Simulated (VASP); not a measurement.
Write the native input for VASP 6.6.1 that does the following.

| Quantity | Value |
| --- | --- |
| Task | relaxation of shape and atoms at fixed volume |
| Functional | PBEsol |
| Potentials or basis | VASP PAW PBE potentials, release 64 (Si) |
| Cutoff | 600 eV |
| k mesh | 12 × 12 × 6 |
| Occupations | gaussian, width 0.03 eV |
| Spin | no spin polarisation |
| Further INCAR settings | ALGO = Normal; EDIFF = 1e-07; IBRION = 2; EDIFFG = -0.01; NSW = 40; ISIF = 4 |

The structure of Si lies in POSCAR:

```
Si                                      
1.0
    2.6212332214      0.0000000000      0.0000000000
   -1.3106166107      2.2700545589     -0.0000000000
    0.0000000000      0.0000000000      4.4074973660
  Si            
     2
Direct
     0.3333333300000021    0.6666666699999979    0.2500000000000000
     0.6666666699999979    0.3333333300000021    0.7500000000000000
```

This isn't the form of Si at room conditions, which is diamond.

The cell isn't the ideal one: a relaxed cell with its volume scaled by 0.94.

These files were run (other wordings do the same):

INCAR

```
SYSTEM = Si
PREC = Accurate
ENCUT = 600
EDIFF = 1E-7
ISMEAR = 0
SIGMA = 0.03
LREAL = .FALSE.
LASPH = .TRUE.
NELM = 80
ALGO = Normal
ISIF = 4
LWAVE = .FALSE.
LCHARG = .FALSE.
GGA = PS
IBRION = 2
NSW = 40
EDIFFG = -0.01
```

KPOINTS

```
Automatic mesh
0
G
  12 12 6
  0 0 0
```

Potentials or basis: VASP PAW PBE potentials, release 64 (Si).

Run with:

```bash
$ cat potpaw_PBE.64/Si/POTCAR > POTCAR
$ mpirun -np 1 vasp_std > vasp.out
```

It gave:

```json
{"Energy gained by relaxing": "0.0 meV/atom", "Ionic steps": "3", "Pressure after relaxing": "7.3 GPa", "Band gap on the k mesh": "none (metal or under the smearing width)"}
```

Caveat: the PAW data sets were made with another functional, which shifts forces and pressure a little.

It took 9.2 s on 1 thread of Intel(R) Xeon(R) 6975P-C (Granite Rapids), on a shared host, peak memory 0.15 GiB.
